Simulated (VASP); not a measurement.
# GaAs (F-43m): a series in biaxial strain in the (001) plane

Strain engineering needs slopes: what does biaxial strain in the (001) plane do to the lattice and the band edges of GaAs?

Program: VASP 6.6.1. Level of theory: LDA; plane waves and PAW (Ga_d, As), in the first sound run; inputs show where later runs differ. Results are calculated unless marked as measured.

### Step 1. Starting point

It takes space group F-43m (No. 216, cubic). Conventional cell: a = 5.653 Å, b = 5.653 Å, c = 5.653 Å, α = 90.00°, β = 90.00°, γ = 90.00°. Ga has 4 As at 2.45 Å nearest. Nearest to As lie 4 Ga at 2.45 Å. Farther neighbours are not listed.

### Step 2. Relax the crystal, LDA

The series starts from the cell that this level prefers, so that zero strain is near zero stress.

This step took 2 runs in a row; the last is shown.

Level: LDA; plane waves and PAW (Ga_d, As).

INCAR reads:

```
SYSTEM = GaAs
PREC = Accurate
ENCUT = 450
EDIFF = 1E-07
NELM = 120
ISMEAR = 0
SIGMA = 0.02
LREAL = .FALSE.
ALGO = Normal
GGA = CA
NBANDS = 15
LORBIT = 11
LWAVE = .FALSE.
LCHARG = .FALSE.
KPAR = 8
IBRION = 2
NSW = 40
ISIF = 3
EDIFFG = -0.005
POTIM = 0.4
```

POSCAR reads:

```
GaAs
1.0
    0.0000000000      2.8045104128      2.8045104128
    2.8045104128      0.0000000000      2.8045104128
    2.8045104128      2.8045104128      0.0000000000
Ga As
1 1
Direct
    0.0000000000      0.0000000000      0.0000000000
    0.2500000000      0.2500000000      0.2500000000
```

KPOINTS reads:

```
Automatic mesh
0
Gamma
9 9 9
0 0 0
```

The projector-augmented-wave data sets are Ga_d and As (LDA family, release 64).

Run with:

```
$ mpirun -np 8 vasp_std
```

The program printed:

```text
[banner, memory and clock lines left out]
running    8 mpi-ranks, on    1 nodes
[...]
|                                                                             |
|           W    W    AA    RRRRR   N    N  II  N    N   GGGG   !!!           |
|           W    W   A  A   R    R  NN   N  II  NN   N  G    G  !!!           |
|           W    W  A    A  R    R  N N  N  II  N N  N  G       !!!           |
|           W WW W  AAAAAA  RRRRR   N  N N  II  N  N N  G  GGG   !            |
|           WW  WW  A    A  R   R   N   NN  II  N   NN  G    G                |
|           W    W  A    A  R    R  N    N  II  N    N   GGGG   !!!           |
|                                                                             |
|     For optimal performance we recommend to set                             |
|       NCORE = 2 up to number-of-cores-per-socket                            |
|     NCORE specifies how many cores store one orbital (NPAR=cpu/NCORE).      |
|     This setting can greatly improve the performance of VASP for DFT.       |
[...]
|     Unfortunately you need to use the default for GW and RPA                |
|     calculations (for HF NCORE is supported but not extensively tested      |
|     yet).                                                                   |
|                                                                             |

 LDA part: xc-table for (Slater(with rela. corr.)+CA(PZ))
 , standard interpolation
 POSCAR, INCAR and KPOINTS ok, starting setup
[...]
entering main loop
       N       E                     dE             d eps       ncg     rms          rms(c)
DAV:   1     0.761070724931E+02    0.76107E+02   -0.84383E+03  1082   0.154E+03
DAV:   2    -0.376930620996E+01   -0.79876E+02   -0.76840E+02  1190   0.295E+02
DAV:   3    -0.977836291855E+01   -0.60091E+01   -0.59869E+01  1260   0.662E+01
DAV:   4    -0.987247978716E+01   -0.94117E-01   -0.94097E-01  1279   0.920E+00
[...]
DAV:  11    -0.963942028533E+01   -0.48186E-05   -0.65580E-06  1218   0.396E-02    0.241E-03
DAV:  12    -0.963942017734E+01    0.10799E-06   -0.45002E-07  1295   0.954E-03    0.191E-03
DAV:  13    -0.963942017815E+01   -0.80763E-09   -0.67322E-08   875   0.215E-03
   1 F= -.96394202E+01 E0= -.96394202E+01  d E =-.963942E+01
[...]
reached required accuracy - stopping structural energy minimisation
```

Run time: 5.2 s. Hardware: 8 MPI ranks of AMD EPYC 7R43, shared host; peak memory 0.96 GiB; 36 s of CPU time.

The logs omit lines about the potential files and the build; timing stands in the text.

OUTCAR, selected parts (step 2):

```text
  Total       -0.0019191     -0.0019191     -0.0019191     -0.0000000     -0.0000000      0.0000000
  in kB       -0.0696965     -0.0696965     -0.0696965     -0.0000000     -0.0000000      0.0000000
  external PRESSURE =      -0.0696965 kB  Pullay stress =       0.0000000 kB

 POSITION                                       TOTAL-FORCE (eV/Angst)
 -----------------------------------------------------------------------------------
      0.00000      0.00000      0.00000        -0.000000      0.000000      0.000000
      1.40226      1.40226      1.40226         0.000000     -0.000000     -0.000000
 -----------------------------------------------------------------------------------
    total drift:                                0.000001      0.000001      0.000001

  FREE ENERGIE OF THE ION-ELECTRON SYSTEM (eV)
  ---------------------------------------------------
  free  energy   TOTEN  =        -9.6394201781 eV

  energy  without entropy=       -9.6394201781  energy(sigma->0) =       -9.63942018

 reached required accuracy - stopping structural energy minimisation

[... 3 further parts left out ...]
[key lines of the parts left out:]
E-fermi :   4.1426
```

This run gave:

```
energy(sigma→0) of the program : -9.6394 eV
stress, compression positive   : xx, yy, zz -0.01, -0.01, -0.01 GPa
volume                         : 44.117 Å³
ionic steps                    : 1
```

### Step 3. Strain along the normal, LDA

One member in full: the plane is strained by -2 %, and the strain along the normal is moved by secant steps until the normal stress is under 0.012 GPa or five steps are spent; the atoms relax at each step.

This step took 3 runs, each at a new trial strain with the atoms of the one before; the last is shown.

Level: LDA; plane waves and PAW (Ga_d, As); cell typed or built by script.

INCAR, as its differences from that of step 2:

```diff
@@ -14,7 +14,7 @@
 LCHARG = .FALSE.
-KPAR = 8
-IBRION = 2
-NSW = 40
-ISIF = 3
-EDIFFG = -0.005
-POTIM = 0.4
+KPAR = 2
+IBRION = 1
+NSW = 25
+ISIF = 2
+EDIFFG = -0.004
+POTIM = 0.3
```

POSCAR reads:

```
GaAs
1.0
    0.0000000000      2.7484202050      2.8548458280
    2.7484202050      0.0000000000      2.8548458280
    2.7484202050      2.7484202050      0.0000000000
Ga As
1 1
Direct
    0.0000000000      0.0000000000      0.0000000000
    0.2500000000      0.2500000000      0.2500000000
```

KPOINTS is that of step 2.

Run with:

```
$ mpirun -np 2 vasp_std
```

The program printed:

```text
[banner, memory and clock lines left out]
running    2 mpi-ranks, on    1 nodes
[...]
LDA part: xc-table for (Slater(with rela. corr.)+CA(PZ))
 , standard interpolation
 POSCAR, INCAR and KPOINTS ok, starting setup
[...]
entering main loop
       N       E                     dE             d eps       ncg     rms          rms(c)
DAV:   1     0.777809170828E+02    0.77781E+02   -0.84423E+03  2298   0.154E+03
DAV:   2    -0.388914762064E+01   -0.81670E+02   -0.78262E+02  2523   0.300E+02
DAV:   3    -0.978227900501E+01   -0.58931E+01   -0.58659E+01  2810   0.666E+01
DAV:   4    -0.986668315112E+01   -0.84404E-01   -0.84393E-01  2761   0.889E+00
[...]
DAV:  11    -0.962488944649E+01   -0.46449E-05   -0.67079E-06  2663   0.400E-02    0.264E-03
DAV:  12    -0.962488932949E+01    0.11700E-06   -0.47081E-07  2775   0.994E-03    0.205E-03
DAV:  13    -0.962488932952E+01   -0.28194E-10   -0.67206E-08  1923   0.221E-03
   1 F= -.96248893E+01 E0= -.96248893E+01  d E =-.962489E+01
 BRION: g(F)=  0.805E-46 g(S)=  0.000E+00
 reached required accuracy - stopping structural energy minimisation
```

It took 24 s on 2 MPI ranks; peak memory 0.26 GiB; 46 s of CPU time.

OUTCAR, selected parts (step 3):

```text
  Total        0.7041259      0.7041259     -0.0000635      0.0000000      0.0000000      0.0000000
  in kB       26.1566405     26.1566405     -0.0023595      0.0000000      0.0000000      0.0000000
  external PRESSURE =      17.4369738 kB  Pullay stress =       0.0000000 kB

 POSITION                                       TOTAL-FORCE (eV/Angst)
 -----------------------------------------------------------------------------------
      0.00000      0.00000      0.00000         0.000000      0.000000     -0.000000
      1.37421      1.37421      1.42742        -0.000000     -0.000000      0.000000
 -----------------------------------------------------------------------------------
    total drift:                                0.000001      0.000001      0.000002

  FREE ENERGIE OF THE ION-ELECTRON SYSTEM (eV)
  ---------------------------------------------------
  free  energy   TOTEN  =        -9.6248893295 eV

  energy  without entropy=       -9.6248893295  energy(sigma->0) =       -9.62488933

[... 1 part as in an earlier step ...]

[... 3 further parts left out ...]
[key lines of the parts left out:]
E-fermi :   4.4877
```

This run gave:

```
energy(sigma→0) of the program : -9.6249 eV
stress, compression positive   : xx, yy, zz 2.62, 2.62, 0.00 GPa
ionic steps                    : 1
```

### Step 4. Band edges, TB-mBJ with spin-orbit coupling

Short lines in KPOINTS_OPT sample the zone centre along and across the normal of the plane, for masses, and the other valleys.

Level: TB-mBJ, spin-orbit coupling; plane waves and PAW (Ga_d, As); cell typed or built by script.

TB-mBJ has no energy functional, so the total energy, stress and pressure in this output mean nothing.

INCAR reads:

```
SYSTEM = GaAs
PREC = Accurate
ENCUT = 450
EDIFF = 1E-06
NELM = 150
ISMEAR = 0
SIGMA = 0.02
LREAL = .FALSE.
ALGO = Normal
METAGGA = MBJ
LASPH = .TRUE.
LNONCOLLINEAR = .TRUE.
MAGMOM = 0 0 0 0 0 0
NBANDS = 28
GGA_COMPAT = .FALSE.
LSORBIT = .TRUE.
LWAVE = .FALSE.
LCHARG = .FALSE.
KPAR = 2
```

POSCAR is that of step 3.

KPOINTS reads:

```
Automatic mesh
0
Gamma
7 7 7
0 0 0
```

KPOINTS_OPT reads:

```
Line mode
6
Line-mode
Reciprocal
  0.00000000   0.00000000   0.00000000
  0.02271814   0.02271814   0.00000000

  0.00000000   0.00000000   0.00000000
  0.00000000  -0.02187123  -0.02187123

  0.31000000   0.31000000   0.00000000
  0.50000000   0.50000000   0.00000000

  0.00000000   0.31000000   0.31000000
  0.00000000   0.50000000   0.50000000

  0.45000000   0.45000000   0.45000000
  0.50000000   0.50000000   0.50000000

  0.45000000   0.00000000   0.00000000
  0.50000000   0.00000000   0.00000000

  0.42500000   0.42500000   0.00000000
  0.42500000   0.44687123   0.02187123

  0.50000000   0.50000000   0.50000000
  0.48453470   0.51546530   0.50000000
```

Run with:

```
$ mpirun -np 2 vasp_ncl
```

The program printed:

```text
[banner, memory and clock lines left out]
running    2 mpi-ranks, on    1 nodes
[...]
|                                                                             |
|               ----> ADVICE to this user running VASP <----                  |
|                                                                             |
|     You enforced a specific xc type in the INCAR file but a different       |
|     [... a line on the potential file left out ...]
|     I HOPE YOU KNOW WHAT YOU ARE DOING!                                     |
|                                                                             |

 LDA part: xc-table for (None), standard interpolation
 POSCAR, INCAR and KPOINTS ok, starting setup
[...]
entering main loop
       N       E                     dE             d eps       ncg     rms          rms(c)
DAV:   1     0.753727735494E+02    0.75373E+02   -0.77914E+03  3436   0.166E+03
DAV:   2    -0.343745804065E+02   -0.10975E+03   -0.10446E+03  3440   0.400E+02
DAV:   3    -0.478157705578E+02   -0.13441E+02   -0.13221E+02  3924   0.108E+02
DAV:   4    -0.482112892561E+02   -0.39552E+00   -0.39454E+00  3932   0.199E+01
[...]
DAV:  33    -0.463928764620E+02    0.44791E-05   -0.56188E-11  1624   0.708E-05    0.297E-06
DAV:  34    -0.463928724899E+02    0.39721E-05   -0.27725E-11  1624   0.599E-05    0.933E-06
DAV:  35    -0.463928728126E+02   -0.32274E-06   -0.14915E-11  1624   0.385E-05
   1 F= -.46392873E+02 E0= -.46392873E+02  d E =-.417740E-14  mag=    -0.0000     0.0000    -0.0000
 Start KPOINTS_OPT (optional k-point list driver)
k-point batch [1-48\48]
       N       E                     dE             ncg
DAV:   1     0.110804690610E+04   -0.17268E+05     2860
DAV:   2    -0.432662248169E+04   -0.54347E+04     2836
DAV:   3    -0.503575693413E+04   -0.70913E+03     3272
DAV:   4    -0.505780274366E+04   -0.22046E+02     3244
DAV:   5    -0.505823220754E+04   -0.42946E+00     3296
DAV:   6    -0.505825161541E+04   -0.19408E-01     3912
DAV:   7    -0.505825185198E+04   -0.23657E-03     3428
DAV:   8    -0.505825185451E+04   -0.25338E-05     2396
DAV:   9    -0.505825185480E+04   -0.28784E-06     2132
```

Run time: 6.2 min. Hardware: 2 MPI ranks; peak memory 0.66 GiB; 12 min of CPU time.

From OUTCAR (step 4):

```text
  LATTYP: Found a body centered tetragonal cell.
 ALAT       =     3.8868531290
 C/A-ratio  =     1.4689754067

 Subroutine GETGRP returns: Found  8 space group operations
 (whereof  8 operations were pure point group operations)

The static configuration has the point symmetry D_2d.

 Found     58 irreducible k-points:

   k-points           NKPTS =     58   k-points in BZ     NKDIM =     58   number of bands    NBANDS=     28

   dimension x,y,z NGX =    28 NGY =   28 NGZ =   28
   dimension x,y,z NGXF=    56 NGYF=   56 NGZF=   56

   ENCUT  =  450.0 eV  33.07 Ry    5.75 a.u.   6.85  6.85  6.72*2*pi/ulx,y,z

   NELECT =      18.0000    total number of electrons

 E-fermi :   4.8553

 k-point     1 :       0.0000    0.0000    0.0000
  band No.  band energies     occupation
    ...
     14       4.3061      1.00000
     15       4.6413      1.00000
     16       4.6413      1.00000
     17       4.7598      1.00000
     18       4.7598      1.00000
     19       6.5178      0.00000
     20       6.5178      0.00000
     21       8.6727      0.00000
     22       8.6727      0.00000
     23       8.8331      0.00000
    ...

 k-point     2 :       0.1429    0.0000    0.0000
  band No.  band energies     occupation
    ...
     14       2.5832      1.00000
     15       4.1368      1.00000
     16       4.1458      1.00000
     17       4.4269      1.00000
     18       4.4311      1.00000
     19       7.2330      0.00000
     20       7.2330      0.00000
     21       9.1487      0.00000
     22       9.1661      0.00000
     23       9.2733      0.00000
    ...

  Total      -85.7156659    -85.7156659    -86.9057029      0.0000000     -0.0000000      0.0000000
  in kB    -3184.1378804  -3184.1378804  -3228.3449900      0.0000000     -0.0000000      0.0000000
  external PRESSURE =   -3198.8735836 kB  Pullay stress =       0.0000000 kB

 POSITION                                       TOTAL-FORCE (eV/Angst)
 -----------------------------------------------------------------------------------
      0.00000      0.00000      0.00000         0.000000      0.000000      0.000000
      1.37421      1.37421      1.42742        -0.000000     -0.000000     -0.000000
 -----------------------------------------------------------------------------------
    total drift:                                0.000002      0.000002      0.000003

  FREE ENERGIE OF THE ION-ELECTRON SYSTEM (eV)
  ---------------------------------------------------
  free  energy   TOTEN  =       -46.3928728126 eV

  energy  without entropy=      -46.3928728126  energy(sigma->0) =      -46.39287281

 Spin-Orbit-Coupling matrix elements
 Ion:    1  E_soc:     -0.0115268
 Ion:    2  E_soc:     -0.0224368

[... 1 part as in an earlier step ...]

[... 7 further parts left out ...]
```

### Step 5. Band edges, r2SCAN with spin-orbit coupling

Short lines in KPOINTS_OPT sample the zone centre along and across the normal of the plane, for masses, and the other valleys.

Level: r2SCAN, spin-orbit coupling; plane waves and PAW (Ga_d, As); cell typed or built by script.

INCAR, as its differences from that of step 4:

```diff
@@ -4,3 +4,3 @@
 EDIFF = 1E-06
-NELM = 150
+NELM = 100
 ISMEAR = 0
@@ -9,3 +9,3 @@
 ALGO = Normal
-METAGGA = MBJ
+METAGGA = R2SCAN
 LASPH = .TRUE.
```

POSCAR is that of step 4.

KPOINTS is that of step 4.

KPOINTS_OPT is that of step 4.

Run with:

```
$ mpirun -np 2 vasp_ncl
```

The program printed:

```text
[banner, memory and clock lines left out]
running    2 mpi-ranks, on    1 nodes
[...]
[... a notice as in an earlier step ...]

 LDA part: xc-table for (None), standard interpolation
 POSCAR, INCAR and KPOINTS ok, starting setup
[...]
entering main loop
       N       E                     dE             d eps       ncg     rms          rms(c)
DAV:   1    -0.162512571615E+03   -0.16251E+03   -0.81109E+03  3436   0.173E+03
DAV:   2    -0.278899642818E+03   -0.11639E+03   -0.11102E+03  3428   0.427E+02
DAV:   3    -0.293768458454E+03   -0.14869E+02   -0.14648E+02  3896   0.116E+02
DAV:   4    -0.294226184133E+03   -0.45773E+00   -0.45643E+00  3852   0.219E+01
[...]
DAV:  10    -0.292198097233E+03   -0.11003E-04   -0.23144E-04  3620   0.171E-01    0.395E-02
DAV:  11    -0.292198085732E+03    0.11501E-04   -0.15001E-05  4148   0.375E-02    0.995E-03
DAV:  12    -0.292198085901E+03   -0.16930E-06   -0.52989E-06  3576   0.357E-02
   1 F= -.29219809E+03 E0= -.29219809E+03  d E =-.137635E-24  mag=     0.0000    -0.0000    -0.0000
 Start KPOINTS_OPT (optional k-point list driver)
k-point batch [1-48\48]
       N       E                     dE             ncg
DAV:   1     0.803301536896E+03   -0.17573E+05     2828
DAV:   2    -0.477778551390E+04   -0.55811E+04     2800
DAV:   3    -0.552960246702E+04   -0.75182E+03     3300
DAV:   4    -0.555420894934E+04   -0.24606E+02     3180
DAV:   5    -0.555465940864E+04   -0.45046E+00     3180
DAV:   6    -0.555467845368E+04   -0.19045E-01     3864
DAV:   7    -0.555467881879E+04   -0.36511E-03     3380
DAV:   8    -0.555467882124E+04   -0.24479E-05     2452
DAV:   9    -0.555467882151E+04   -0.26762E-06     2060
```

Wall time 11 min (2 MPI ranks); peak memory 0.65 GiB.

From OUTCAR (step 5):

```text
  Total        1.4032172      1.4032172      0.6581639      0.0000000     -0.0000000      0.0000000
  in kB       52.1262588     52.1262588     24.4492607      0.0000000     -0.0000000      0.0000000
  external PRESSURE =      42.9005928 kB  Pullay stress =       0.0000000 kB

 POSITION                                       TOTAL-FORCE (eV/Angst)
 -----------------------------------------------------------------------------------
      0.00000      0.00000      0.00000        -0.000000     -0.000000     -0.000000
      1.37421      1.37421      1.42742         0.000000      0.000000      0.000000
 -----------------------------------------------------------------------------------
    total drift:                               -0.000004     -0.000004     -0.000000

  FREE ENERGIE OF THE ION-ELECTRON SYSTEM (eV)
  ---------------------------------------------------
  free  energy   TOTEN  =      -292.1980859011 eV

  energy  without entropy=     -292.1980859011  energy(sigma->0) =     -292.19808590

[... 2 parts as in an earlier step ...]

[... 1 further part left out ...]
[key lines of the parts left out:]
E-fermi :   4.6298
```

This run gave:

```
energy(sigma→0) of the program : -292.1981 eV
stress, compression positive   : xx, yy, zz 5.21, 5.21, 2.44 GPa
```

The run ends at a pressure of 4.29 GPa.

[end of part 1 of 2]

[Lines on the potential files, build, host, timing and source positions are cut from VASP's logs without a mark.]

[Logs are printed without paths, hosts, clocks, repeated set-up lines and the standing remarks that a program may print on its own settings, such as how far it seeks lower states.]

[Hosts, paths, dates, database ids (printed as entryN), source tags and the programs' standing remarks are cut or masked in the printed files.]

[In band tables of VASP the shares of atoms and orbitals are scaled to a sum of 1 inside the atoms' spheres.]
